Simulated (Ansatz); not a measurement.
# Sb (R-3m) in Ansatz: further runs

The runs below take Sb through relaxation of cell and atoms, with PBE, LDA.

Program: Ansatz 0.2.0. These are calculated values, not measurements. Logs are shortened: lines on timing, memory, paths and dates and some standing lists are left out, and cuts for length are marked.

### Step 1. Starting point

Symmetry: R-3m, No. 166, trigonal system. The conventional cell has a = 4.308 Å, b = 4.308 Å, c = 11.274 Å, α = 90.00°, β = 90.00°, γ = 120.00°. Around Sb (site symmetry 3m) lie 3 Sb at 2.91 Å.

### Step 2. Relaxation of cell and atoms, PBE, spin-orbit coupling, no magnetisation

The input, input.yaml:

```yaml
crystal:
  lattice:
    - [2.1542, 1.2437279499, 3.758]
    - [-2.1542, 1.2437279499, 3.758]
    - [0.0, -2.4874558998, 3.758]
  atoms:
    - { symbol: Sb, position: [0.76651, 0.76651, 0.76651] }
    - { symbol: Sb, position: [0.23349, 0.23349, 0.23349] }
kpoints:
  mp_grid: { grid: [6, 6, 6] }
scf:
  occupations: { method: fermi_dirac, width: 0.05 }
hamiltonian:
  xc: pbe
  pseudopotentials: { kind: all_electron, lapw: { basis_error: 0.001 } }
magnetization:
  noncollinear: true
  spin_orbit: true
output:
  forces: true
  stress: true
relax:
  f_tol: 0.005
  max_steps: 60
  cell: {}
```

Potentials or basis: all-electron LAPW, relativistic spinors.

On the command line:

```bash
> ansatz run input.yaml --threads 1 --pin off --max-ram 3072MiB --backend cpu --events-out ev --progress --plain --runs-dir out
```

Output:

```text
Warning: RAYON_NUM_THREADS=1 ignored (pool sized by the plan → 1); use --threads N
The last accepted step is kept in <dir> (removed where the run ends without a failure and the disk answers)
LAPW: plane waves up to 8.079 Å⁻¹, error target 1.0e-3 eV per atom; Dirac's equation on spinors; Sb in spheres of 1.410 Å, 23 of its electrons in bands (how accurate: hamiltonian.pseudopotentials.lapw.basis_error, Limitations)
Engine: ansatz 0.2.0, x86_64-unknown-linux-gnu
Pseudopotentials: kind: all_electron
Pseudopotential: Sb, LAPW, valence charge 23, lapw/all_electron/dirac/gaussian/Sb, Dirac's equation, gaussian nucleus
Functional definition: PBE
  parameter kappa = 0.804
  parameter beta = 0.06672455060314922
  exchange = pbe_x(kappa = kappa, mu = beta*pi^2/3)
  correlation = pbe_c(beta = beta)
non-collinear run that drives no moment, with spin-orbit: no starting moment large enough to seed its density (crystal.atoms[].spin), no starting occupations that ask for one, no magnetisation constraint and no magnetic field, so the semilocal B_xc is pinned to zero
Crystal: 2 atoms, lattice volume = 60.411 Å³
Basis set: ecut = 248.70299204452618 eV, 549 PW (Γ), exchange–correlation at level 2
Bands: 56, of which v1, the nominal top of the filled ones, is band 46 counted from 1 (45 counted from 0)
Symmetry: 12 space group operations + 12 with time reversal
Magnetic group: BNS 166.98 (UNI 1328), of the structure as read, at distance tolerance 3.9e-5 Å
k-points: 32 of 216
Non-local potential: Sb, projectors of the file, none
Initial density: superposition of atomic densities (chi_scale 0.1, normalization cell)
Initial wavefunctions: plane waves of lowest kinetic energy (no species holds an atomic orbital)
Functional: x = pbe(κ = 0.804, μ = 0.2195149727645171), c = pbe(β = 0.06672455060314922)
iter 1 solved again at ethr=1.74e-4 eV; its pass at ethr=1.00e-1 eV (dr2=8.01e-2 eV) is discarded
SCF iter   1: F=—  HF=-352848.176746 eV  |F-HF|=—  |Δ(HF+E_count)|=         —  Δρ=1.26e-2  dr2=8.18e-2  dr2_m=0.00e0 (ungated)  ethr=1.74e-4  |M|=0.00e0 ∫|m|=0.00e0 μB  β_m=0.30  ⟨swp⟩=3.1  Hψ=11860  notcnv=0
preconditioner: auto → Kerker (q_TF=auto, 2.607 Å⁻¹)  [metal: Δε(μ)=0.028 eV  Ē_g=9.493 eV  σ=0.050 eV  W_gap=0.14  n_scr=14 (ndim 8)  ℏωp=15.1 eV  f_vac=0.017  D(μ)=0.33/eV (n_scr^D=0)]
spin=Noncollinear: Kerker preconditioning applied to the charge; magnetization (m_x, m_y, m_z) channels mix plain (no charge-response kernel on spin).
SCF iter   2: F=—  HF=-352848.175370 eV  |F-HF|=—  |Δ(HF+E_count)|=   1.38e-3  Δρ=1.02e-2  dr2=5.91e-2  dr2_m=0.00e0 (ungated)  ethr=1.74e-4  |M|=0.00e0 ∫|m|=0.00e0 μB  β_m=0.65  ⟨swp⟩=2.0  Hψ=5032  notcnv=0
SCF iter   3: F=—  HF=-352848.176601 eV  |F-HF|=—  |Δ(HF+E_count)|=   1.23e-3  Δρ=2.86e-3  dr2=7.51e-3  dr2_m=0.00e0 (ungated)  ethr=1.29e-4  |M|=0.00e0 ∫|m|=0.00e0 μB  β_m=0.67  ⟨swp⟩=2.0  Hψ=5028  notcnv=0
SCF iter   4: F=—  HF=-352848.176434 eV  |F-HF|=—  |Δ(HF+E_count)|=         —  Δρ=1.10e-3  dr2=1.51e-3  dr2_m=0.00e0 (ungated)  ethr=1.63e-5  |M|=0.00e0 ∫|m|=0.00e0 μB  β_m=0.83  ⟨swp⟩=2.0  Hψ=5032  notcnv=0
the basis was enlarged: its passes take 669.0 KiB over the memory plan, 1 of 1 planned eigensolver slots
SCF iter   5: F=—  HF=-352848.176578 eV  |F-HF|=—  |Δ(HF+E_count)|=   1.45e-4  Δρ=4.50e-4  dr2=1.96e-4  dr2_m=0.00e0 (ungated)  ethr=3.28e-6  |M|=0.00e0 ∫|m|=0.00e0 μB  β_m=0.92  ⟨swp⟩=2.1  Hψ=5074  notcnv=0
SCF iter   6: F=—  HF=-352848.176725 eV  |F-HF|=—  |Δ(HF+E_count)|=   1.46e-4  Δρ=1.91e-4  dr2=3.60e-5  dr2_m=0.00e0 (ungated)  ethr=4.26e-7  |M|=0.00e0 ∫|m|=0.00e0 μB  β_m=0.92  ⟨swp⟩=3.0  Hψ=5246  notcnv=0
iter 7 solved again at ethr=4.22e-9 eV; its pass at ethr=7.82e-8 eV (dr2=1.94e-6 eV) is discarded
SCF iter   7: F=—  HF=-352848.176743 eV  |F-HF|=—  |Δ(HF+E_count)|=   1.87e-5  Δρ=4.96e-5  dr2=1.93e-6  dr2_m=0.00e0 (ungated)  ethr=4.22e-9  |M|=0.00e0 ∫|m|=0.00e0 μB  β_m=0.86  ⟨swp⟩=2.0  Hψ=8976  notcnv=0
SCF iter   8: F=—  HF=-352848.176743 eV  |F-HF|=—  |Δ(HF+E_count)|=   3.65e-7  Δρ=1.70e-5  dr2=2.06e-7  dr2_m=0.00e0 (ungated)  ethr=4.20e-9  |M|=0.00e0 ∫|m|=0.00e0 μB  β_m=0.93  ⟨swp⟩=3.0  Hψ=5346  notcnv=0
SCF iter   9: F=-352848.176743 eV  HF=-352848.176743 eV  |F-HF|=3.96e-9  |Δ(HF+E_count)|=   7.57e-8  Δρ=5.18e-6  dr2=3.15e-8  dr2_m=0.00e0 (ungated)  ethr=4.48e-10  |M|=0.00e0 ∫|m|=0.00e0 μB  ⟨swp⟩=3.0  Hψ=5232  notcnv=0
SCF 1 converged in 9 iterations: F = -352848.176743 eV  dr2 = 3.15e-8
relax step   1: F+E_penalty+E_count = -352848.17674299 eV  Δ(F+E_penalty+E_count) = +0.000e0 eV  max|allowed force component| = 7.226e-2 eV/Å  Δτ_max = 0.0000 Å  P = +2.820 GPa  Ω = 60.411 Å³  (9 SCF iters, accepted)
Crystal: 2 atoms, lattice volume = 65.787 Å³
[... 37 lines left out ...]
iter 3 solved again at ethr=8.12e-9 eV; its pass at ethr=9.35e-8 eV (dr2=3.74e-6 eV) is discarded
SCF iter   3: F=—  HF=-352848.207776 eV  |F-HF|=—  |Δ(HF+E_count)|=   7.48e-6  Δρ=4.68e-5  dr2=3.74e-6  dr2_m=0.00e0 (ungated)  ethr=8.12e-9  |M|=0.00e0 ∫|m|=0.00e0 μB  β_m=0.82  ⟨swp⟩=2.0  Hψ=8818  notcnv=0
SCF iter   4: F=—  HF=-352848.207776 eV  |F-HF|=—  |Δ(HF+E_count)|=   1.66e-7  Δρ=1.55e-5  dr2=2.12e-7  dr2_m=0.00e0 (ungated)  ethr=8.12e-9  |M|=0.00e0 ∫|m|=0.00e0 μB  β_m=0.74  ⟨swp⟩=2.2  Hψ=5176  notcnv=0
SCF iter   5: F=-352848.207776 eV  HF=-352848.207776 eV  |F-HF|=5.74e-8  |Δ(HF+E_count)|=   4.27e-8  Δρ=8.59e-6  dr2=6.33e-8  dr2_m=0.00e0 (ungated)  ethr=4.61e-10  |M|=0.00e0 ∫|m|=0.00e0 μB  ⟨swp⟩=2.1  Hψ=5168  notcnv=0
SCF 4 converged in 5 iterations: F = -352848.207776 eV  dr2 = 6.33e-8
relax step   4: F+E_penalty+E_count = -352848.20777604 eV  Δ(F+E_penalty+E_count) = -9.763e-4 eV  max|allowed force component| = 2.001e-2 eV/Å  Δτ_max = 0.0034 Å  P = +0.092 GPa  Ω = 64.160 Å³  (5 SCF iters, accepted)
Crystal: 2 atoms, lattice volume = 64.466 Å³
Basis set: ecut = 238.16181505419337 eV, 549 PW (Γ), exchange–correlation at level 2
iter 1 solved again at ethr=1.36e-7 eV; its pass at ethr=1.00e-1 eV (dr2=6.25e-5 eV) is discarded
SCF iter   1: F=—  HF=-352848.208101 eV  |F-HF|=—  |Δ(HF+E_count)|=         —  Δρ=1.90e-4  dr2=3.50e-5  dr2_m=0.00e0 (ungated)  ethr=1.36e-7  |M|=0.00e0 ∫|m|=0.00e0 μB  β_m=0.30  ⟨swp⟩=5.1  Hψ=11130  notcnv=0
preconditioner: auto → none  [insulator: Δε(μ)=0.220 eV  Ē_g=9.219 eV  σ=0.050 eV  W_gap=0.50  n_scr=14 (ndim 8)  ℏωp=14.6 eV  f_vac=0.054  D(μ)=0.30/eV (n_scr^D=0)  ε∞_Penn≈3.5]
SCF iter   2: F=—  HF=-352848.208096 eV  |F-HF|=—  |Δ(HF+E_count)|=   4.96e-6  Δρ=1.22e-4  dr2=1.18e-5  dr2_m=0.00e0 (ungated)  ethr=7.61e-8  |M|=0.00e0 ∫|m|=0.00e0 μB  β_m=0.52  ⟨swp⟩=2.0  Hψ=5158  notcnv=0
iter 3 solved again at ethr=6.98e-10 eV; its pass at ethr=2.56e-8 eV (dr2=3.21e-7 eV) is discarded
SCF iter   3: F=—  HF=-352848.208095 eV  |F-HF|=—  |Δ(HF+E_count)|=   1.15e-6  Δρ=2.03e-5  dr2=3.20e-7  dr2_m=0.00e0 (ungated)  ethr=6.98e-10  |M|=0.00e0 ∫|m|=0.00e0 μB  β_m=0.52  ⟨swp⟩=2.0  Hψ=8812  notcnv=0
SCF iter   4: F=-352848.208095 eV  HF=-352848.208095 eV  |F-HF|=8.73e-9  |Δ(HF+E_count)|=   5.03e-8  Δρ=4.85e-6  dr2=1.29e-8  dr2_m=0.00e0 (ungated)  ethr=6.95e-10  |M|=0.00e0 ∫|m|=0.00e0 μB  ⟨swp⟩=2.1  Hψ=5166  notcnv=0
SCF 5 converged in 4 iterations: F = -352848.208095 eV  dr2 = 1.29e-8
relax step   5: F+E_penalty+E_count = -352848.20809478 eV  Δ(F+E_penalty+E_count) = -3.187e-4 eV  max|allowed force component| = 1.854e-4 eV/Å  Δτ_max = 0.0048 Å  P = +0.018 GPa  Ω = 64.466 Å³  (4 SCF iters, accepted)
Basis set: ecut = 238.16181505419337 eV, 543 PW (Γ), exchange–correlation at level 2
iter 1 solved again at ethr=2.99e-11 eV; its pass at ethr=1.00e-1 eV (dr2=1.38e-8 eV) is discarded
SCF iter   1: F=—  HF=-352848.208096 eV  |F-HF|=—  |Δ(HF+E_count)|=         —  Δρ=5.69e-6  dr2=1.31e-8  dr2_m=0.00e0 (ungated)  ethr=2.99e-11  |M|=0.00e0 ∫|m|=0.00e0 μB  β_m=0.30  ⟨swp⟩=5.4  Hψ=13370  notcnv=0  reapply=19
preconditioner: auto → none  [insulator: Δε(μ)=0.220 eV  Ē_g=9.218 eV  σ=0.050 eV  W_gap=0.50  n_scr=14 (ndim 8)  ℏωp=14.6 eV  f_vac=0.055  D(μ)=0.30/eV (n_scr^D=0)  ε∞_Penn≈3.5]
SCF iter   2: F=-352848.208096 eV  HF=-352848.208096 eV  |F-HF|=7.37e-8  |Δ(HF+E_count)|=   7.74e-8  Δρ=3.97e-6  dr2=5.83e-9  dr2_m=0.00e0 (ungated)  ethr=2.84e-11  |M|=0.00e0 ∫|m|=0.00e0 μB  ⟨swp⟩=2.0  Hψ=5158  notcnv=0
SCF 6 converged in 2 iterations: F = -352848.208096 eV  dr2 = 5.83e-9
relax step   6: F+E_penalty+E_count = -352848.20809577 eV  Δ(F+E_penalty+E_count) = -9.892e-7 eV  max|allowed force component| = 1.932e-4 eV/Å  Δτ_max = 0.0000 Å  P = +0.018 GPa  Ω = 64.466 Å³  stress off target by 4.09e-2 GPa  SCF on the basis re-selected at this cell (its energy is not comparable with the rows above)  (2 SCF iters)
basis re-selected at this cell: Δ(F+E_penalty+E_count) = -9.892e-7 eV, ΔP = -0.000 GPa vs the last step (what re-selecting the basis moved, after the strain that the cell walked since its last selection, with what the two solves' SCF thresholds leave and, on support functions, any second-order correction that the steps lacked; it is no measure of the basis error at this ecutwfc). This SCF's stress stands 4.09e-2 GPa from its target on what of the cell is left free (relax.cell.stress_tol is 5.00e-2 GPa) and its largest allowed force component is 1.93e-4 eV/Å (relax.f_tol is 5.00e-3 eV/Å): within both
SCF converged after 2 iterations
Magnetization: |M| = 0.0000 μB,  M = (+0.0000, +0.0000, +0.0000) μB
Absolute magnetization: 0.0000 μB (∫|m|)
  site 0: m = (+0.0000, +0.0000, +0.0000) μB, |m| = 0.0000 μB  (R = 1.44 Å)
  site 1: m = (+0.0000, +0.0000, +0.0000) μB, |m| = 0.0000 μB  (R = 1.44 Å)
Free energy (F): -352848.208096 eV
Harris-Foulkes:  -352848.208096 eV  (|F-HF|=7.37e-8)
Internal energy: -352848.205910 eV  (E = F + TS)
E sigma→0 (E₀):  -352848.207003 eV
Entropy (-TS):   -0.002186 eV (-1.093 meV/atom)
Fermi energy:    11.562740 eV
--- Per-component energies (eV) ---
  E_band       = -1852.775697
  E_kinetic    = 372313.372865
  E_xc         = -9292.020131
  E_electrostatic = -715869.558644  (all electrons and nuclei)
  E_smearing   = -0.002186  (= −TS)
  E_closure    = 0.000000  (closes the sum)
  E_atoms      = -352839.870251  (free atoms, spherical and without spin; not in F)
  Σ components = -352848.208096   (vs F -352848.208096, Δ=0.00e0)
  Basis errors (estimates in eV, not in F): energy 3.8e-4 per atom: plane waves 3.5e-4 (1.9e-4 summed), levels above the bands 3.8e-47, relativity 1.4e-7, radial functions 3.7e-5, core shells 5.8e-9; eigenvalues (radial functions only) 1.3e-7; not estimated: angular momenta, meshes, grids; target (lapw.basis_error) 1.0e-3; muffin-tin radii Sb 1.441 Å
--- Forces (eV/Å), atoms counted from 1 ---
  atom   1  Sb    -0.00000000    -0.00000000     0.00019318
  atom   2  Sb     0.00000000    -0.00000000    -0.00019318
  max |Σ_I F_I| component: 2.31e-18 eV/Å
--- Stress (GPa, compression-positive) ---
        0.005846      -0.000000      -0.000000
       -0.000000       0.005846       0.000000
       -0.000000       0.000000       0.040950
  P = ⅓ Tr σ = 0.0175 GPa (0.175 kbar)
--- Relaxed structure (5 steps of the walk, 5 accepted, 1 SCFs on fresh bases) ---
  F+E_penalty+E_count = -352848.20809577 eV   max|allowed force component| = 1.932e-4 eV/Å   (the final SCF, on the basis selected at the relaxed cell)
  cell:  # Å, volume = 64.4663 Å³
    - [2.189895276619299, 1.264336627453242, 3.8805692964180705]
    - [-2.189895276619299, 1.264336627453242, 3.8805692964180705]
    - [-1.0759897151548503e-34, -2.528673254906484, 3.8805692964180705]
  atoms:
    - { symbol: Sb, position: [0.7687873814275877, 0.7687873814275877, 0.7687873814275877] }
    - { symbol: Sb, position: [0.2312126185724122, 0.2312126185724122, 0.2312126185724122] }
```

It took 5.9 min on 1 thread of Intel Xeon Platinum 8175M at 2.50GHz (Skylake/Cascade Lake), shared host; peak memory 0.53 GiB.

Results:

```
Free energy                            : -352848.2081 eV
Relaxed volume                         : 32.23 Å³/atom
Relaxed cell                           : a = 4.632 Å, b = 4.632 Å, c = 4.632 Å, α = 56.43°, β = 56.43°, γ = 56.43°
Space group after relaxing (to 0.05 Å) : R-3m (No. 166)
Energy gained by relaxing              : 15.7 meV/atom
Ionic steps                            : 6
Pressure after relaxing                : 0.0 GPa
```

The path:
| step | energy change (eV) | largest force (eV/Å) | volume (Å³) |
| --- | --- | --- | --- |
| 1 | 0.0000 | 0.0723 | 60.41 |
| 2 | -0.0188 | 0.2147 | 65.79 |
| 3 | -0.0301 | 0.0480 | 64.24 |
| 4 | -0.0310 | 0.0200 | 64.16 |
| 5 | -0.0314 | 0.0002 | 64.47 |
| 6 | -0.0314 | 0.0002 | 64.47 |

Final structure:
```
Sb
1.0
     2.18990    1.26434    3.88057
    -2.18990    1.26434    3.88057
     0.00000   -2.52867    3.88057
Sb
2
Direct
  0.76879 0.76879 0.76879
  0.23121 0.23121 0.23121
```

Caveat: the k mesh is thin for a metal, which can move the energy by tens of meV per atom. Zero-point motion and thermal expansion aren't in these numbers.

### Step 3. Relaxation of cell and atoms, LDA

Edit input.yaml of step 2 so:

```diff
@@ -9,3 +9,3 @@
 kpoints:
-  mp_grid: { grid: [6, 6, 6] }
+  mp_grid: { grid: [8, 8, 8] }
 scf:
@@ -13,7 +13,4 @@
 hamiltonian:
-  xc: pbe
+  xc: lda
   pseudopotentials: { kind: all_electron, lapw: { basis_error: 0.001 } }
-magnetization:
-  noncollinear: true
-  spin_orbit: true
 output:
@@ -22,3 +19,3 @@
 relax:
-  f_tol: 0.005
+  f_tol: 0.01
   max_steps: 60
```

Potentials or basis: all-electron LAPW, scalar-relativistic.

On the command line:

```bash
> ansatz run input.yaml --threads 1 --pin off --max-ram 3072MiB --backend cpu --events-out ev --progress --plain --runs-dir out
```

It took 77 s on 1 thread of Intel Xeon Platinum 8175M at 2.50GHz (Skylake/Cascade Lake), shared host; peak memory 0.4 GiB.

Results (log left out):

| Item | Value |
| --- | --- |
| Free energy | -352439.3862 eV |
| Relaxed volume | 29.25 Å³/atom |
| Relaxed cell | a = 4.419 Å, b = 4.419 Å, c = 4.419 Å, α = 58.20°, β = 58.20°, γ = 58.20° |
| Space group after relaxing (to 0.05 Å) | R-3m (No. 166) |
| Energy gained by relaxing | 4.6 meV/atom |
| Ionic steps | 5 |
| Pressure after relaxing | 0.0 GPa |
| Largest force after relaxing | 0.008 eV/Å |

Forces in eV/Å, atoms in the order of the input:
```
Sb   0.000  0.000 -0.008
Sb   0.000  0.000  0.008
```

Step by step:
```tsv
step	energy change (eV)	largest force (eV/Å)	volume (Å³)
1	0.0000	0.0121	60.41
2	-0.0061	0.1140	58.17
3	-0.0088	0.0361	58.58
4	-0.0093	0.0084	58.50
5	-0.0093	0.0084	58.50
```

Final structure:
```cif
data_structure
_symmetry_space_group_name_H-M 'P 1'
_symmetry_Int_Tables_number 1
_cell_length_a 4.4189
_cell_length_b 4.4189
_cell_length_c 4.4189
_cell_angle_alpha 58.200
_cell_angle_beta 58.200
_cell_angle_gamma 58.200
_cell_volume 58.50
loop_
_atom_site_label
_atom_site_type_symbol
_atom_site_fract_x
_atom_site_fract_y
_atom_site_fract_z
_atom_site_occupancy
Sb1 Sb 0.76464 0.76464 0.76464 1
Sb2 Sb 0.23536 0.23536 0.23536 1
```

The run has no spin-orbit coupling, so splittings on Sb are missing. LDA usually gives volumes a few per cent too small.

### Step 4. Relaxation of cell and atoms, PBE

Edit input.yaml of step 3 so:

```diff
@@ -13,3 +13,3 @@
 hamiltonian:
-  xc: lda
+  xc: pbe
   pseudopotentials: { kind: all_electron, lapw: { basis_error: 0.001 } }
```

On the command line:

```bash
> ansatz run input.yaml --threads 1 --pin off --max-ram 3072MiB --backend cpu --events-out ev --progress --plain --runs-dir out
```

It took 1.8 min on 1 thread of Intel Xeon Platinum 8175M at 2.50GHz (Skylake/Cascade Lake), shared host; peak memory 0.43 GiB.

It converged, with:

```
Free energy                            : -352736.3912 eV
Relaxed volume                         : 31.93 Å³/atom
Relaxed cell                           : a = 4.602 Å, b = 4.602 Å, c = 4.602 Å, α = 56.82°, β = 56.82°, γ = 56.82°
Space group after relaxing (to 0.05 Å) : R-3m (No. 166)
Energy gained by relaxing              : 12.6 meV/atom
Ionic steps                            : 6
Pressure after relaxing                : 0.0 GPa
```

Step by step:
| step | energy change (eV) | largest force (eV/Å) | volume (Å³) |
| --- | --- | --- | --- |
| 1 | 0.0000 | 0.1591 | 60.41 |
| 2 | -0.0111 | 0.2586 | 65.31 |
| 3 | -0.0243 | 0.0468 | 63.60 |
| 4 | -0.0249 | 0.0196 | 63.53 |
| 5 | -0.0253 | 0.0008 | 63.85 |
| 6 | -0.0253 | 0.0008 | 63.85 |

Final structure:
```cif
data_structure
_symmetry_space_group_name_H-M 'P 1'
_symmetry_Int_Tables_number 1
_cell_length_a 4.6019
_cell_length_b 4.6019
_cell_length_c 4.6019
_cell_angle_alpha 56.817
_cell_angle_beta 56.817
_cell_angle_gamma 56.817
_cell_volume 63.85
loop_
_atom_site_label
_atom_site_type_symbol
_atom_site_fract_x
_atom_site_fract_y
_atom_site_fract_z
_atom_site_occupancy
Sb1 Sb 0.76767 0.76767 0.76767 1
Sb2 Sb 0.23233 0.23233 0.23233 1
```

Spin-orbit coupling is left out, which matters for the levels of Sb. PBE usually gives volumes a little too large and moduli too small.

### Step 5. Summary

| level | potentials or basis | spin | k mesh | pressure (GPa) | relaxed volume (Å³/atom) |
| --- | --- | --- | --- | --- | --- |
| PBE | all-electron LAPW, relativistic spinors | SOC, no magnetisation | 6 × 6 × 6 | 0.0 | 32.23 |
| LDA | all-electron LAPW, scalar-relativistic | off | 8 × 8 × 8 | 0.0 | 29.25 |
| PBE | all-electron LAPW, scalar-relativistic | off | 8 × 8 × 8 | 0.0 | 31.93 |

Alike in all rows: task relaxation of cell and atoms; cell relaxed; smearing fermi-dirac 0.05 eV; basis error allowed 0.001 eV/atom.

Caveats: the k mesh is thin for a metal, which can move the energy by tens of meV per atom (some runs).

Compare energies only between runs with the same functional and basis.
